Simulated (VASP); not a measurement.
# InP (F-43m) in VASP: settings compared

The runs below take InP through single point, with PBEsol, PBE, r2SCAN.

Program: VASP 6.6.1. These are calculated values, not measurements. Logs are shortened: lines on timing, memory, paths and dates and some standing lists are left out, and cuts for length are marked.

**What was measured.**

From a printed reference work, data compilation, for a bulk crystal of InP at 1.6 K: band gap 1.4236 eV (direct).

The results are compared with them further down.

**1. The cell of the first run**

It takes space group F-43m (No. 216, cubic). Conventional cell: a = 5.879 Å, b = 5.879 Å, c = 5.879 Å, α = 90.00°, β = 90.00°, γ = 90.00°. Within 3.4 Å of In (site symmetry -43m) lie 4 P at 2.55 Å. P (site symmetry -43m) has 4 In at 2.55 Å within 3.4 Å.

**2. Single point, PBEsol**

INCAR reads:

```
SYSTEM = InP
  ALGO = Normal
  EDIFF = 1E-6
  ENCUT = 520
  GGA = PS
  ISIF = 2
  ISMEAR = -1
  LASPH = .True.
  LCHARG = .True.
  LELF = .True.
  LREAL = .False.
  LVHAR = .True.
  LWAVE = .False.
  NBANDS = 16
  NELM = 100
  PREC = Accurate
  SIGMA = 0.02
```

KPOINTS reads:

```
k-points
0
Gamma
  8 8 8
  0 0 0
```

POSCAR reads:

```
InP
1.0
    0.0000000000      2.9393442632      2.9393442632
    2.9393442632      0.0000000000      2.9393442632
    2.9393442632      2.9393442632      0.0000000000
In P
1 1
Direct
    0.0000000000      0.0000000000      0.0000000000
    0.2500000000      0.2500000000      0.2500000000
```

Potentials or basis: VASP PAW PBE potentials, release 64 (In_d, P).

Started as:

```
cat potpaw_PBE.64/In_d/POTCAR potpaw_PBE.64/P/POTCAR > POTCAR
mpirun -np 1 vasp_std > vasp.out
```

OUTCAR:

```text
SYSTEM = InP
   EDIFF = 1E-6
   ENCUT = 520
   GGA = PS
   ISIF = 2
   ISMEAR = -1
   LASPH = .True.
   LREAL = .False.
   NELM = 100
   PREC = Accurate

 ion  position               nearest neighbor table
   1  0.000  0.000  0.000-   2 2.55   2 2.55   2 2.55   2 2.55
   2  0.250  0.250  0.250-   1 2.55   1 2.55   1 2.55   1 2.55

  LATTYP: Found a face centered cubic cell.
 ALAT       =     5.8786885264

  Lattice vectors:

 A1 = (   0.0000000000,   2.9393442632,   2.9393442632)
 A2 = (   2.9393442632,   0.0000000000,   2.9393442632)
 A3 = (   2.9393442632,   2.9393442632,   0.0000000000)

Analysis of symmetry for initial positions (statically):
=====================================================================
 Subroutine PRICEL returns:
 Original cell was already a primitive cell.

 Routine SETGRP: Setting up the symmetry group for a
 face centered cubic supercell.

 Subroutine GETGRP returns: Found 24 space group operations
 (whereof 24 operations were pure point group operations)
 out of a pool of 48 trial point group operations.

The static configuration has the point symmetry T_d .

Analysis of symmetry for dynamics (positions and initial velocities):
=====================================================================
 Subroutine PRICEL returns:
 Original cell was already a primitive cell.

 Routine SETGRP: Setting up the symmetry group for a
 face centered cubic supercell.

 Subroutine GETGRP returns: Found 24 space group operations
 (whereof 24 operations were pure point group operations)
 out of a pool of 48 trial point group operations.

The dynamic configuration has the point symmetry T_d .

 Subroutine INISYM returns: Found 24 space group operations
 (whereof 24 operations are pure point group operations),
 and found     1 'primitive' translations

----------------------------------------------------------------------------------------

                                     Primitive cell

  volume of cell :      50.7904

  direct lattice vectors                    reciprocal lattice vectors
     0.000000000  2.939344263  2.939344263    -0.170105968  0.170105968  0.170105968
     2.939344263  0.000000000  2.939344263     0.170105968 -0.170105968  0.170105968
     2.939344263  2.939344263  0.000000000     0.170105968  0.170105968 -0.170105968

  length of vectors
     4.156860522  4.156860522  4.156860522     0.294632179  0.294632179  0.294632179

  position of ions in fractional coordinates (direct lattice)
     0.000000000  0.000000000  0.000000000
     0.250000000  0.250000000  0.250000000

  ion indices of the primitive-cell ions
   primitive index   ion index
                 1           1
                 2           2

----------------------------------------------------------------------------------------

 KPOINTS: k-points

Automatic generation of k-mesh.
 Grid dimensions read from file:
 generate k-points for:    8    8    8

 Generating k-lattice:

  Cartesian coordinates                     Fractional coordinates (reciprocal lattice)
    -0.021263246  0.021263246  0.021263246     0.125000000  0.000000000  0.000000000
     0.021263246 -0.021263246  0.021263246     0.000000000  0.125000000  0.000000000
     0.021263246  0.021263246 -0.021263246     0.000000000  0.000000000  0.125000000

  Length of vectors
     0.036829022  0.036829022  0.036829022

  Shift w.r.t. Gamma in fractional coordinates (k-lattice)
     0.000000000  0.000000000  0.000000000

 Subroutine IBZKPT returns following result:
 ===========================================

 Found     29 irreducible k-points:

 Following reciprocal coordinates:
            Coordinates               Weight
  0.000000  0.000000  0.000000      1.000000
  0.125000  0.000000  0.000000      8.000000
  0.250000  0.000000  0.000000      8.000000
  0.375000  0.000000  0.000000      8.000000
  0.500000  0.000000  0.000000      4.000000
  0.125000  0.125000  0.000000      6.000000
[... 16 lines left out ...]
  0.500000  0.250000  0.125000     48.000000
 -0.375000  0.250000  0.125000     24.000000
 [... further k-points ...]
   k-points           NKPTS =     29   k-points in BZ     NKDIM =     29   number of bands    NBANDS=     16
   number of dos      NEDOS =    301   number of ions     NIONS =      2
   total plane-waves  NPLWV =  32768
   dimension x,y,z NGX =    32 NGY =   32 NGZ =   32
   dimension x,y,z NGXF=    64 NGYF=   64 NGZF=   64
   ions per type =               1   1
   NGX,Y,Z   is equivalent  to a cutoff of  12.80, 12.80, 12.80 a.u.
   NGXF,Y,Z  is equivalent  to a cutoff of  25.60, 25.60, 25.60 a.u.
 SYSTEM =  InP
   PREC   = accura    normal or accurate (medium, high low for compatibility)
   ISTART =      0    job   : 0-new  1-cont  2-samecut
   ICHARG =      2    charge: 1-file 2-atom 10-const
   ISPIN  =      1    spin polarized calculation?
   LNONCOLLINEAR =      F non collinear calculations
   LSORBIT =      F    spin-orbit coupling
   LASPH  =      T    aspherical Exc in radial PAW
   ENCUT  =  520.0 eV  38.22 Ry    6.18 a.u.   7.73  7.73  7.73*2*pi/ulx,y,z
   NELM   =    100;   NELMIN=  2; NELMDL= -5     # of ELM steps
   EDIFF  = 0.1E-05   stopping-criterion for ELM
   LREAL  =      F    real-space projection
   EDIFFG = 0.1E-04   stopping-criterion for IOM
   NSW    =      0    number of steps for IOM
   IBRION =     -1    ionic relax: 0-MD 1-quasi-New 2-CG
   NFREE  =      0    steps in history (QN), initial steepest desc. (CG)
   ISIF   =      2    stress and relaxation
   ISYM   =      2    0-nonsym 1-usesym 2-fastsym
   POTIM  = 0.5000    time-step for ionic-motion
   TEBEG  =    0.0;   TEEND  =   0.0 temperature during run
   PSTRESS=    0.0 pullay stress
   NELECT =      18.0000    total number of electrons
   NUPDOWN=      -1.0000    fix difference up-down
   EMIN   =  10.00;   EMAX   =-10.00  energy-range for DOS
   EFERMI =   0.00;   METHOD = LEGACY
   ISMEAR =    -1;   SIGMA  =   0.02  broadening in eV -4-tet -1-fermi 0-gaus
   EFERMI_NEDOS =   21; number of points for ismear=-14 and -15
   IALGO  =     38    algorithm
   IMIX   =      4    mixing-type and parameters
     AMIX     =   0.40;   BMIX     =  1.00
     AMIX_MAG =   1.60;   BMIX_MAG =  1.00
  volume/ion in A,a.u.               =      25.40       171.38
  Fermi-wavevector in a.u.,A,eV,Ry     =   1.158524  2.189294 18.261453  1.342179
  Thomas-Fermi vector in A             =   2.295126
   LORBIT       =      0    0 simple, 1 ext, 2 COOP (PROOUT), +10 PAW based schemes
   GGA     = PS    functional components
   LHFCALC =     F    Hartree Fock is set to
   AEXX    =    0.0000 exact exchange contribution
   IVDW    =     0    specifies the selected vdW correction
   LEPSILON=     F    determine dielectric tensor
   LRPA    =     F    only Hartree local field effects (RPA)
 non-spin polarized calculation
  energy-cutoff  :      520.00
  volume of cell :       50.79
 maximum number of plane-waves:      1384
   NGX = 15   NGY = 15   NGZ = 15

 number of electron      18.0000007 magnetization

 Free energy of the ion-electron system (eV)
  ---------------------------------------------------
  ext. energy  EPLUGINS =         0.00000000
  ---------------------------------------------------
  free energy    TOTEN  =        -9.15478404 eV

  energy without entropy =       -9.15478404  energy(sigma->0) =       -9.15478404

 E-fermi :   5.2874     XC(G=0):  -9.4393

 val. band max:        4.9933607579   @ k =   0.0000   0.0000   0.0000
 cond. band min:       5.5595076274   @ k =   0.0000   0.0000   0.0000
 fundamental gap:      0.5661468695
 Fermi energy:         5.2873664920

 k-point     1 :       0.0000    0.0000    0.0000
  band No.  band energies     occupation
      1      -9.1380      2.00000
      2      -9.1380      2.00000
      3      -9.1380      2.00000
      4      -8.9879      2.00000
      5      -8.9879      2.00000
      6      -6.4927      2.00000
[... 8 lines left out ...]
     15      14.4085      0.00000
     16      14.4085      0.00000

 k-point     2 :       0.1250    0.0000    0.0000
  band No.  band energies     occupation
      1      -9.1567      2.00000
      2      -9.1307      2.00000
      3      -9.1307      2.00000
      4      -8.9878      2.00000
      5      -8.9878      2.00000
      6      -6.3151      2.00000
[... 8 lines left out ...]
     15      13.7387      0.00000
     16      14.1024      0.00000

 k-point     3 :       0.2500    0.0000    0.0000
  band No.  band energies     occupation
      1      -9.1995      2.00000
      2      -9.1150      2.00000
      3      -9.1150      2.00000
      4      -8.9854      2.00000
      5      -8.9854      2.00000
      6      -5.8186      2.00000
[... 8 lines left out ...]
     15      13.5077      0.00000
     16      13.9137      0.00000

 k-point     4 :       0.3750    0.0000    0.0000
  band No.  band energies     occupation
      1      -9.2396      2.00000
      2      -9.1032      2.00000
      3      -9.1032      2.00000
      4      -8.9787      2.00000
      5      -8.9787      2.00000
      6      -5.1529      2.00000
[... 8 lines left out ...]
     15      14.4393      0.00000
     16      14.4393      0.00000

 k-point     5 :       0.5000    0.0000    0.0000
  band No.  band energies     occupation
      1      -9.2556      2.00000
      2      -9.0997      2.00000
      3      -9.0997      2.00000
      4      -8.9746      2.00000
      5      -8.9746      2.00000
      6      -4.7723      2.00000
[... 8 lines left out ...]
     15      15.5813      0.00000
     16      15.5813      0.00000

 k-point     6 :       0.1250    0.1250    0.0000
  band No.  band energies     occupation
      1      -9.1704      2.00000
      2      -9.1235      2.00000
      3      -9.1235      2.00000
      4      -8.9939      2.00000
      5      -8.9828      2.00000
      6      -6.2565      2.00000
[... 8 lines left out ...]
     15      14.5199      0.00000
     16      14.5514      0.00000
[... 267 lines left out ...]
 k-point    21 :       0.5000    0.5000    0.0000
  band No.  band energies     occupation
      1      -9.3208      2.00000
      2      -9.0389      2.00000
      3      -9.0349      2.00000
      4      -9.0349      2.00000
      5      -8.9532      2.00000
      6      -4.1182      2.00000
[... 8 lines left out ...]
     15      15.7548      0.00000
     16      16.7324      0.00000

 k-point    22 :       0.3750    0.2500    0.1250
  band No.  band energies     occupation
      1      -9.2370      2.00000
      2      -9.0960      2.00000
      3      -9.0897      2.00000
      4      -9.0031      2.00000
      5      -8.9730      2.00000
      6      -5.4060      2.00000
[... 8 lines left out ...]
     15      15.1114      0.00000
     16      16.4521      0.00000

 k-point    23 :       0.5000    0.2500    0.1250
  band No.  band energies     occupation
      1      -9.2605      2.00000
      2      -9.0909      2.00000
      3      -9.0754      2.00000
      4      -8.9993      2.00000
      5      -8.9727      2.00000
      6      -4.7959      2.00000
[... 8 lines left out ...]
     15      15.7030      0.00000
     16      16.2992      0.00000

 k-point    24 :      -0.3750    0.2500    0.1250
  band No.  band energies     occupation
      1      -9.2690      2.00000
      2      -9.0903      2.00000
      3      -9.0704      2.00000
      4      -8.9935      2.00000
      5      -8.9752      2.00000
      6      -4.4553      2.00000
[... 8 lines left out ...]
     15      15.5669      0.00000
     16      16.2304      0.00000

 [... further k-points ...]
[... 5 lines left out ...]
  --------------------------------------------------------------------------------------
  -------------------------------------------------------------------------------------
  Total       -0.0110512     -0.0110512     -0.0110512      0.0000000      0.0000000      0.0000000
  in kB       -0.3486097     -0.3486097     -0.3486097      0.0000000      0.0000000      0.0000000
  external PRESSURE =      -0.3486097 kB  Pullay stress =       0.0000000 kB

 VOLUME and BASIS-vectors are now :
 -----------------------------------------------------------------------------
  energy-cutoff  :      520.00
  volume of cell :       50.79
      direct lattice vectors                 reciprocal lattice vectors
     0.000000000  2.939344263  2.939344263    -0.170105968  0.170105968  0.170105968
     2.939344263  0.000000000  2.939344263     0.170105968 -0.170105968  0.170105968
     2.939344263  2.939344263  0.000000000     0.170105968  0.170105968 -0.170105968

 POSITION                                       TOTAL-FORCE (eV/Angst)
 -----------------------------------------------------------------------------------
      0.00000      0.00000      0.00000        -0.000000     -0.000000     -0.000000
      1.46967      1.46967      1.46967         0.000000      0.000000      0.000000
 -----------------------------------------------------------------------------------
    total drift:                               -0.000000     -0.000000     -0.000000

  FREE ENERGIE OF THE ION-ELECTRON SYSTEM (eV)
  ---------------------------------------------------
  free  energy   TOTEN  =        -9.1547840445 eV

  energy  without entropy=       -9.1547840416  energy(sigma->0) =       -9.15478404
```

It took 13 s on 1 thread of Intel Xeon 6975P-C (Granite Rapids), shared host; peak memory 0.18 GiB.

Results:

```yaml
Free_energy: -9.1548 eV
Pressure: 0.0 GPa
Band_gap_on_the_k_mesh: 0.57 eV, direct
```

Caveat: the PAW data sets were made with another functional, which shifts forces and pressure a little; spin-orbit coupling is left out, which moves the levels of the heavy elements.

**3. Single point, PBE**

This run uses another cell than the first one, of 26.47 Å³/atom, 1.042 times its volume.

INCAR reads:

```
PREC     = Accurate       # precision mode
ENCUT    = 520            # plane-wave cutoff, eV
EDIFF    = 1E-6           # SCF threshold, eV
ISMEAR   = -1             # smearing method
SIGMA    = 0.02           # smearing width, eV
LREAL    = False          # projectors in reciprocal space
LASPH    = True           # aspherical terms in the spheres
NELM     = 100            # most SCF steps
ALGO     = Normal         # electronic algorithm
ISIF     = 2              # what is computed and relaxed
LWAVE    = False          # write WAVECAR
LCHARG   = True           # write CHGCAR
GGA      = PE             # functional
LELF     = True           # ELF
LVHAR    = True         
NBANDS   = 16             # bands
```

KPOINTS reads:

```
regular mesh
0
Gamma
  8 8 8
```

POSCAR reads:

```
InP
1.0
    0.0000000000      2.9801821300      2.9801821300
    2.9801821300      0.0000000000      2.9801821300
    2.9801821300      2.9801821300      0.0000000000
In P
1 1
Direct
    0.0000000000      0.0000000000      0.0000000000
    0.2500000000      0.2500000000      0.2500000000
```

Potentials or basis: VASP PAW PBE potentials, release 64 (In_d, P).

Started as:

```
cat potpaw_PBE.64/In_d/POTCAR potpaw_PBE.64/P/POTCAR > POTCAR
mpirun -np 1 vasp_std > vasp.out
```

Run time: 11 s. Hardware: 1 thread of Intel Xeon 6975P-C (Granite Rapids), shared host; peak memory 0.18 GiB.

It converged, with:

```yaml
Free_energy: -8.4062 eV
Pressure: -0.1 GPa
Band_gap_on_the_k_mesh: 0.44 eV, direct
```

Levels at points of the mesh, in eV from the valence-band top:
| k point | band 6 | band 7 | band 8 | band 9 | band 10 | band 11 | band 12 | band 13 |
| --- | --- | --- | --- | --- | --- | --- | --- | --- |
| (0.00, 0.00, 0.00) | -11.18 | 0.00 | 0.00 | 0.00 | 0.44 | 4.09 | 4.09 | 4.09 |
| (0.50, 0.00, 0.00) | -9.62 | -5.47 | -0.90 | -0.90 | 1.38 | 4.80 | 4.80 | 6.99 |
| (0.50, 0.50, 0.00) | -9.02 | -5.54 | -2.15 | -2.15 | 1.85 | 2.26 | 8.90 | 9.26 |

Caveat: spin-orbit coupling is left out, which moves the levels of the heavy elements.

(Continued in part 2 of 2.)
